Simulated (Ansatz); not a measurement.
Computed with DFT PBE, scalar-relativistic, plane waves, PAW, and for the lanthanide a 4f-in-core norm-conserving potential (Ansatz 0.2.0). All cells share a 770 eV cutoff and Γ-centred k meshes spaced at most about 0.3 Å⁻¹ (about 0.25 or finer for metals, 2π included). No spin polarisation.

These are static total energies at zero pressure.

Problem. Which of these relaxed structures of ErH4 is the lowest in energy?
1. Space group I4/mmm (No. 139), tetragonal, a = 3.557 Å, c = 5.727 Å. Around Er lie 10 H at 2.28–2.39 Å and 8 H at 2.56 Å; H on a site of symmetry -4m2 is surrounded by 4 H at 2.02 Å and 4 Er at 2.28 Å; around H on a site of symmetry 4mm lie 1 H at 0.95 Å, 4 H at 2.02 Å, 1 Er at 2.39 Å and 4 Er at 2.56 Å.
2. Space group I4/mmm (No. 139), tetragonal, a = 4.410 Å, c = 3.645 Å. Er is surrounded by 8 H at 2.22 Å and 8 H at 2.40 Å; H is surrounded by 3 H at 1.79–1.87 Å, 2 Er at 2.22 Å, 4 H at 2.25 Å and 2 Er at 2.40 Å.
3. Space group Pm-3m (No. 221), cubic, a = 4.073 Å. Er has 6 H at 2.04 Å; H on a site of symmetry m-3m is surrounded by 12 H at 2.88 Å (long against the sum of covalent radii); around H on a site of symmetry 4/mmm lie 2 Er at 2.04 Å and 12 H at 2.88 Å.

Solution. 2. The next of these, cell 1, lies 43 meV/atom higher. Counting H atoms around Er (those within 1.25 times the shortest such distance or 1.15 times the sum of covalent radii, 1.27 where that leaves under three): cell 2 has Er 16; cell 1 has Er 18; cell 3 has Er 6. All come from invented guesses.

H stands nearly free of neighbours here, and without spin polarisation the energy of such atoms comes out too high. With hydrogen, zero-point motion can shift such differences by 10 meV/atom or more. Cells relaxed within their symmetry can be saddle points. Some types were kept out of the candidates beforehand, so the set may lack a known form.

The lanthanide is trivalent by construction, without f bands, f moments or other valences.
